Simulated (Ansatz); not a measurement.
Crystal: Hf.

```
Hf
1.0
     3.19670    0.00000    0.00000
    -1.59835    2.76842    0.00000
     0.00000    0.00000    5.05780
Hf
2
Direct
  0.66667 0.33333 0.75000
  0.33333 0.66667 0.25000
```

- Program: Ansatz 0.2.0
- Task: relaxation of cell and atoms
- Functional: PBEsol
- Dispersion: D3(BJ)
- Potentials or basis: Ansatz PAW
- Cutoff: 420 eV (not typed: the program's choice for these potentials)
- k mesh: 10 × 10 × 5
- Occupations: fermi-dirac, width 0.05 eV
- Spin: no spin polarisation

At the start: volume 22.38 Å³/atom.

**Question.** How do energy, volume and symmetry change on relaxing?

**Answer.** It ends after 5 steps and the volume is 20.82 Å³/atom (-7.0 %); space group P6_3/mmc (No. 194, to 0.05 Å).

The path:
| step | energy change (eV) | largest force (eV/Å) | volume (Å³) |
| --- | --- | --- | --- |
| 1 | 0.0000 | 0.0000 | 44.76 |
| 2 | -0.0782 | 0.0000 | 41.94 |
| 3 | -0.0791 | 0.0000 | 41.61 |
| 4 | -0.0791 | 0.0000 | 41.64 |
| 5 | -0.0783 | 0.0000 | 41.64 |

Final structure:
```cif
data_structure
_symmetry_space_group_name_H-M 'P 1'
_symmetry_Int_Tables_number 1
_cell_length_a 3.1206
_cell_length_b 3.1206
_cell_length_c 4.9377
_cell_angle_alpha 90.000
_cell_angle_beta 90.000
_cell_angle_gamma 120.000
_cell_volume 41.64
loop_
_atom_site_label
_atom_site_type_symbol
_atom_site_fract_x
_atom_site_fract_y
_atom_site_fract_z
_atom_site_occupancy
Hf1 Hf 0.66667 0.33333 0.75000 1
Hf2 Hf 0.33333 0.66667 0.25000 1
```

Caveat: the plane-wave basis is chosen anew once the cell has moved, so the energies of steps on either side of that aren't comparable; pairwise dispersion overbinds metals, which lowers pressure and volume; the PAW data sets come from PBE, with cores solved anew for the run's functional, which leaves a small shift of forces and pressure.
